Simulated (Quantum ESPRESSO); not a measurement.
# Os (Fm-3m) in Quantum ESPRESSO: further runs, part 2 of 2

Quantum ESPRESSO 7.5. The steps go on from the part before.

## (3) Band structure, vdW-DF, collinear spin, ferromagnetic start

Input file pw.in:

```
&CONTROL
  calculation = 'scf'
  prefix = 'pwscf'
  outdir = './tmp'
  pseudo_dir = './pseudo'
  tprnfor = .true.
  tstress = .true.
  disk_io = 'low'
/
&SYSTEM
  ibrav = 0
  A = 2.75064538
  nat = 1
  ntyp = 1
  ecutwfc = 55
  ecutrho = 440
  nbnd = 17
  input_dft = 'vdw-df'
  occupations = 'smearing'
  smearing = 'fd'
  degauss = 0.00367493
  nspin = 2
  starting_magnetization(1) = 0.0625
/
&ELECTRONS
  conv_thr = 2d-10
  electron_maxstep = 120
  mixing_beta = 0.3
/
ATOMIC_SPECIES
Os   190.2300 Os_pbe_v1.2.uspp.F.UPF
CELL_PARAMETERS alat
   0.0000000000    0.7071067809    0.7071067809
   0.7071067809    0.0000000000    0.7071067809
   0.7071067809    0.7071067809    0.0000000000
ATOMIC_POSITIONS alat
Os     0.0000000000    0.0000000000    0.0000000000
K_POINTS automatic
12 12 12 0 0 0
```

Input file bands.in:

```
&CONTROL
  calculation = 'bands'
  prefix = 'pwscf'
  outdir = './tmp'
  pseudo_dir = './pseudo'
  disk_io = 'low'
  verbosity = 'high'
/
&SYSTEM
  ibrav = 0
  A = 2.75064538
  nat = 1
  ntyp = 1
  ecutwfc = 55
  ecutrho = 440
  nbnd = 17
  input_dft = 'vdw-df'
  occupations = 'smearing'
  smearing = 'fd'
  degauss = 0.00367493
  nspin = 2
  starting_magnetization(1) = 0.0625
/
&ELECTRONS
  conv_thr = 1d-08
  electron_maxstep = 120
  mixing_beta = 0.3
  diago_full_acc = .true.
/
ATOMIC_SPECIES
Os   190.2300 Os_pbe_v1.2.uspp.F.UPF
CELL_PARAMETERS alat
   0.0000000000    0.7071067809    0.7071067809
   0.7071067809    0.0000000000    0.7071067809
   0.7071067809    0.7071067809    0.0000000000
ATOMIC_POSITIONS alat
Os     0.0000000000    0.0000000000    0.0000000000
K_POINTS crystal
60
 0.0000000000  0.0000000000  0.0000000000 1
 0.0625000000  0.0000000000  0.0625000000 1
 0.1250000000  0.0000000000  0.1250000000 1
 0.1875000000  0.0000000000  0.1875000000 1
 0.2500000000  0.0000000000  0.2500000000 1
 0.3125000000  0.0000000000  0.3125000000 1
 0.3750000000  0.0000000000  0.3750000000 1
 0.4375000000  0.0000000000  0.4375000000 1
 0.5000000000  0.0000000000  0.5000000000 1
 0.5000000000  0.0625000000  0.5625000000 1
 0.5000000000  0.1250000000  0.6250000000 1
 0.5000000000  0.1875000000  0.6875000000 1
 0.5000000000  0.2500000000  0.7500000000 1
 0.4375000000  0.3125000000  0.7500000000 1
 0.3750000000  0.3750000000  0.7500000000 1
 0.3375000000  0.3375000000  0.6750000000 1
 0.3000000000  0.3000000000  0.6000000000 1
 0.2625000000  0.2625000000  0.5250000000 1
 0.2250000000  0.2250000000  0.4500000000 1
 0.1875000000  0.1875000000  0.3750000000 1
 0.1500000000  0.1500000000  0.3000000000 1
 0.1125000000  0.1125000000  0.2250000000 1
 0.0750000000  0.0750000000  0.1500000000 1
 0.0375000000  0.0375000000  0.0750000000 1
 0.0000000000  0.0000000000  0.0000000000 1
 0.0625000000  0.0625000000  0.0625000000 1
 0.1250000000  0.1250000000  0.1250000000 1
 0.1875000000  0.1875000000  0.1875000000 1
 0.2500000000  0.2500000000  0.2500000000 1
 0.3125000000  0.3125000000  0.3125000000 1
 0.3750000000  0.3750000000  0.3750000000 1
 0.4375000000  0.4375000000  0.4375000000 1
 0.5000000000  0.5000000000  0.5000000000 1
 0.5250000000  0.4500000000  0.5250000000 1
 0.5500000000  0.4000000000  0.5500000000 1
 0.5750000000  0.3500000000  0.5750000000 1
 0.6000000000  0.3000000000  0.6000000000 1
 0.6250000000  0.2500000000  0.6250000000 1
 0.5833333333  0.2500000000  0.6666666667 1
 0.5416666667  0.2500000000  0.7083333333 1
 0.5000000000  0.2500000000  0.7500000000 1
 0.5000000000  0.2857142857  0.7142857143 1
 0.5000000000  0.3214285714  0.6785714286 1
 0.5000000000  0.3571428571  0.6428571429 1
 0.5000000000  0.3928571429  0.6071428571 1
 0.5000000000  0.4285714286  0.5714285714 1
 0.5000000000  0.4642857143  0.5357142857 1
 0.5000000000  0.5000000000  0.5000000000 1
 0.4821428571  0.4821428571  0.5357142857 1
 0.4642857143  0.4642857143  0.5714285714 1
 0.4464285714  0.4464285714  0.6071428571 1
 0.4285714286  0.4285714286  0.6428571429 1
 0.4107142857  0.4107142857  0.6785714286 1
 0.3928571429  0.3928571429  0.7142857143 1
 0.3750000000  0.3750000000  0.7500000000 1
 0.6250000000  0.2500000000  0.6250000000 1
 0.5937500000  0.1875000000  0.5937500000 1
 0.5625000000  0.1250000000  0.5625000000 1
 0.5312500000  0.0625000000  0.5312500000 1
 0.5000000000  0.0000000000  0.5000000000 1
```

Potentials or basis: SSSP 1.3 efficiency PBE.

Launch:

```bash
OMP_NUM_THREADS=1 pw.x -in pw.in > pw.out
OMP_NUM_THREADS=1 pw.x -in bands.in > bands.out
```

pw.out:

```text
This program is part of the open-source Quantum ESPRESSO suite
     for quantum simulation of materials; please cite
         "P. Giannozzi et al., J. Phys.:Condens. Matter 21 395502 (2009);
         "P. Giannozzi et al., J. Phys.:Condens. Matter 29 465901 (2017);
         "P. Giannozzi et al., J. Chem. Phys. 152 154105 (2020);
     in publications or presentations arising from this work. More details at

     IMPORTANT: XC functional enforced from input :
     Exchange-correlation= VDW-DF
                           (   1   4   4   0   1   0   0)
     Any further DFT definition will be discarded
     Please, verify this is what you really want

     Message from routine setup:
     using ibrav=0 with symmetry is DISCOURAGED, use correct ibrav instead

     G-vector sticks info
     --------------------
     sticks:   dense  smooth     PW     G-vecs:    dense   smooth      PW
     Sum         823     421    139                15473     5577    1037

     Using Slab Decomposition

     bravais-lattice index     =            0
     lattice parameter (alat)  =       5.1980  a.u.
     unit-cell volume          =      99.3083 (a.u.)^3
     number of atoms/cell      =            1
     number of atomic types    =            1
     number of electrons       =        16.00
     number of Kohn-Sham states=           17
[... 165 lines left out ...]
     %  * Unscreened and range-separated hybrid vdW-DF-cx functionals       %
     %    DOI: 10.1063/1.4986522 and 10.1088/1361-648X/ac2ad2               %
     %    use with input_dft = 'vdW-DF-cx0'    and 'vdW-DF-ahcx'            %
     %  * Unscreened and range-separated hybrid vdW-DF2-b86r functionals    %
     %    DOI: 10.1063/1.4986522 and DOI: 10.1103/PhysRevX.12.041003        %
     %    use with input_dft = 'vdW-DF2-br0' and 'vdW-DF2-ahbr'             %
     %                                                                      %
     %%%%%%%%%%%%%%%%%%%%%%%%%%%%%%%%%%%%%%%%%%%%%%%%%%%%%%%%%%%%%%%%%%%%%%%%

     Starting wfcs are   13 randomized atomic wfcs +    4 random wfcs

     Self-consistent Calculation

     iteration #  1     ecut=    55.00 Ry     beta= 0.30
     Davidson diagonalization with overlap
     ethr =  1.00E-02,  avg # of iterations =  4.8

     negative rho (up, down):  6.721E-02 6.210E-02
[... 103 lines left out ...]
     iteration # 10     ecut=    55.00 Ry     beta= 0.30
     Davidson diagonalization with overlap
     ethr =  1.07E-11,  avg # of iterations =  2.0

     negative rho (up, down):  6.334E-02 6.334E-02

     Magnetic moment per site  (integrated on atomic sphere of radius R)
     atom   1 (R=0.412)  charge= 13.8122  magn= -0.0000

     End of self-consistent calculation

     Number of k-points >= 100: set verbosity='high' to print the bands.

     the Fermi energy is    24.8195 ev

!    total energy              =    -199.08765302 Ry
     estimated scf accuracy    <          6.9E-11 Ry
     smearing contrib. (-TS)   =      -0.00032741 Ry
     internal energy E=F+TS    =    -199.08732561 Ry

     The total energy is F=E-TS. E is the sum of the following terms:
     one-electron contribution =     -24.80444701 Ry
     hartree contribution      =      23.36714467 Ry
     xc contribution           =     -37.98206484 Ry
     ewald contribution        =    -159.66795844 Ry

     total magnetization       =     0.00 Bohr mag/cell
     absolute magnetization    =     0.00 Bohr mag/cell

     convergence has been achieved in  10 iterations

     negative rho (up, down):  6.334E-02 6.334E-02

     Forces acting on atoms (cartesian axes, Ry/au):

     atom    1 type  1   force =     0.00000000    0.00000000    0.00000000

     Total force =     0.000000     Total SCF correction =     0.000000

     Computing stress (Cartesian axis) and pressure

     negative rho (up, down):  6.334E-02 6.334E-02
          total   stress  (Ry/bohr**3)                   (kbar)     P=       -2.25
  -0.00001526  -0.00000000  -0.00000000           -2.25       -0.00       -0.00
  -0.00000000  -0.00001526  -0.00000000           -0.00       -2.25       -0.00
  -0.00000000  -0.00000000  -0.00001526           -0.00       -0.00       -2.25

=------------------------------------------------------------------------------=
   JOB DONE.
=------------------------------------------------------------------------------=
```

Run time: 2.4 min. Hardware: 1 thread of Arm Neoverse V2, shared host; peak memory 0.21 GiB.

What came out:

- Free energy: -2708.7255 eV
- Pressure: -0.2 GPa
- Band gap on the k mesh: none (metal or under the smearing width)
- Net moment: 0.00 μB per cell
- Absolute moment: 0.00 μB per cell
- Valence electrons inside the program's atomic spheres: Os 13.81

Levels at the corners of the path, in eV from the Fermi level:
Spin up:
```tsv
point	band 5	band 6	band 7	band 8	band 9	band 10	band 11	band 12
Γ	-10.31	-2.84	-2.84	-2.84	-0.04	-0.04	13.56	18.96
X	-7.08	-6.43	2.14	2.32	2.83	2.83	11.39	11.75
W	-5.38	-3.91	-3.91	-0.80	2.84	8.85	9.74	9.74
K	-6.08	-5.06	-1.91	0.22	1.89	6.84	8.65	12.36
Γ	-10.31	-2.84	-2.84	-2.84	-0.04	-0.04	13.56	18.96
L	-7.25	-2.98	-2.98	-0.07	2.19	2.19	8.31	13.26
U	-6.08	-5.06	-1.91	0.22	1.89	6.84	8.65	12.36
W	-5.38	-3.91	-3.91	-0.80	2.84	8.85	9.74	9.74
L	-7.25	-2.98	-2.98	-0.07	2.19	2.19	8.31	13.26
K	-6.08	-5.06	-1.91	0.22	1.89	6.84	8.65	12.36
U	-6.08	-5.06	-1.91	0.22	1.89	6.84	8.65	12.36
X	-7.08	-6.43	2.14	2.32	2.83	2.83	11.39	11.75
```
Spin down:
```tsv
point	band 6	band 7	band 8	band 9	band 10	band 11
Γ	-2.84	-2.84	-2.84	-0.04	-0.04	13.56
X	-6.43	2.14	2.32	2.83	2.83	11.39
W	-3.91	-3.91	-0.80	2.84	8.85	9.74
K	-5.06	-1.91	0.22	1.89	6.84	8.65
Γ	-2.84	-2.84	-2.84	-0.04	-0.04	13.56
L	-2.98	-2.98	-0.07	2.19	2.19	8.31
U	-5.06	-1.91	0.22	1.89	6.84	8.65
W	-3.91	-3.91	-0.80	2.84	8.85	9.74
L	-2.98	-2.98	-0.07	2.19	2.19	8.31
K	-5.06	-1.91	0.22	1.89	6.84	8.65
U	-5.06	-1.91	0.22	1.89	6.84	8.65
X	-6.43	2.14	2.32	2.83	2.83	11.39
```

Caveat: the potentials were made for another functional, which shifts forces and pressure; spin-orbit coupling is left out, which moves the levels of the heavy elements.

## (4) Band structure, LDA (volume scaled by 1.08)

Input file pw.in:

```
&CONTROL
  calculation = 'scf'
  prefix = 'pwscf'
  outdir = './tmp'
  pseudo_dir = './pseudo'
  tprnfor = .true.
  tstress = .true.
  disk_io = 'low'
/
&SYSTEM
  space_group = 225
  A = 3.99108386
  nat = 1
  ntyp = 1
  ecutwfc = 36
  ecutrho = 216
  nbnd = 9
  occupations = 'smearing'
  smearing = 'fd'
  degauss = 0.00183747
/
&ELECTRONS
  conv_thr = 2d-10
  electron_maxstep = 120
  mixing_beta = 0.5
/
ATOMIC_SPECIES
Os   190.2300 Os.LDA_PW-JTH.UPF
ATOMIC_POSITIONS crystal_sg
Os     0.0000000000    0.0000000000    0.0000000000
K_POINTS automatic
12 12 12 0 0 0
```

bands.in: that of step 3 with these lines changed.

```diff
@@ -9,15 +9,12 @@
 &SYSTEM
-  ibrav = 0
-  A = 2.75064538
+  space_group = 225
+  A = 3.89
   nat = 1
   ntyp = 1
-  ecutwfc = 55
-  ecutrho = 440
-  nbnd = 17
-  input_dft = 'vdw-df'
+  ecutwfc = 36
+  ecutrho = 216
+  nbnd = 9
   occupations = 'smearing'
   smearing = 'fd'
-  degauss = 0.00367493
-  nspin = 2
-  starting_magnetization(1) = 0.0625
+  degauss = 0.00183747
 /
@@ -26,3 +23,3 @@
   electron_maxstep = 120
-  mixing_beta = 0.3
+  mixing_beta = 0.5
   diago_full_acc = .true.
@@ -30,8 +27,4 @@
 ATOMIC_SPECIES
-Os   190.2300 Os_pbe_v1.2.uspp.F.UPF
-CELL_PARAMETERS alat
-   0.0000000000    0.7071067809    0.7071067809
-   0.7071067809    0.0000000000    0.7071067809
-   0.7071067809    0.7071067809    0.0000000000
-ATOMIC_POSITIONS alat
+Os   190.2300 Os.LDA_PW-JTH.UPF
+ATOMIC_POSITIONS crystal_sg
 Os     0.0000000000    0.0000000000    0.0000000000
```

Potentials or basis: JTH 2.0 LDA.

Launch:

```bash
OMP_NUM_THREADS=1 pw.x -in pw.in > pw.out
OMP_NUM_THREADS=1 pw.x -in bands.in > bands.out
```

It took 6.9 s on 1 thread of Arm Neoverse V2, shared host; peak memory 0.1 GiB.

It converged, with:

```
Free energy            : -9226.4315 eV
Pressure               : -45.7 GPa
Band gap on the k mesh : none (metal or under the smearing width)
```

Levels at the corners of the path, in eV from the Fermi level:
```tsv
point	band 1	band 2	band 3	band 4	band 5	band 6	band 7	band 8	band 9
Γ	-9.80	-2.58	-2.58	-2.58	-0.06	-0.06	14.28	19.27	19.27
X	-6.42	-5.80	1.87	2.09	2.45	2.45	10.12	11.36	11.36
W	-4.87	-3.59	-3.59	-0.71	2.46	8.01	9.02	9.02	13.10
K	-5.49	-4.63	-1.81	0.20	1.64	6.33	7.85	11.26	14.91
Γ	-9.80	-2.58	-2.58	-2.58	-0.06	-0.06	14.28	19.27	19.27
L	-6.68	-2.68	-2.68	-0.17	1.91	1.91	7.32	13.79	18.86
U	-5.49	-4.63	-1.81	0.20	1.64	6.33	7.85	11.26	14.91
W	-4.87	-3.59	-3.59	-0.71	2.46	8.01	9.02	9.02	13.10
L	-6.68	-2.68	-2.68	-0.17	1.91	1.91	7.32	13.79	18.86
K	-5.49	-4.63	-1.81	0.20	1.64	6.33	7.85	11.26	14.91
U	-5.49	-4.63	-1.81	0.20	1.64	6.33	7.85	11.26	14.91
X	-6.42	-5.80	1.87	2.09	2.45	2.45	10.12	11.36	11.36
```

Caveat: the cutoff is low for these files, which shifts pressure and relaxed volume; spin-orbit coupling is left out, which moves the levels of the heavy elements.

## (5) The runs side by side

| task | level | potentials or basis | spin | fixed moment (μB) | cell | cutoff (eV) | smearing | mixing beta | dos occupations | form of the LDA correlation | gap on the mesh (eV) | pressure (GPa) | moment (μB) |
| --- | --- | --- | --- | --- | --- | --- | --- | --- | --- | --- | --- | --- | --- |
| projected density of states | revPBE+D3(BJ) | GBRV 1.5 PBE | collinear, ferromagnetic start | 2 | as given | 612 | methfessel-paxton 0.2 eV | 0.3 | tetrahedra_opt | - | - | 18.5 | 2.00 |
| band structure | vdW-DF | SSSP 1.3 efficiency PBE | collinear, ferromagnetic start | - | as given | 748 | fermi-dirac 0.05 eV | 0.3 | - | - | none | -0.2 | 0.00 |
| band structure | LDA | JTH 2.0 LDA | off | - | volume scaled by 1.08 | 490 | fermi-dirac 0.025 eV | 0.5 | - | PW92 | none | -45.7 | - |

Alike in all rows: k mesh 12 × 12 × 12.

Caveats: the potentials were made for another functional, which shifts forces and pressure (some runs); spin-orbit coupling is left out, which moves the levels of the heavy elements (some runs); the total moment is fixed, so each spin has its own Fermi level (some runs); the cutoff is low for these files, which shifts pressure and relaxed volume (some runs).

Absolute energies hang on the potentials; compare differences alone.
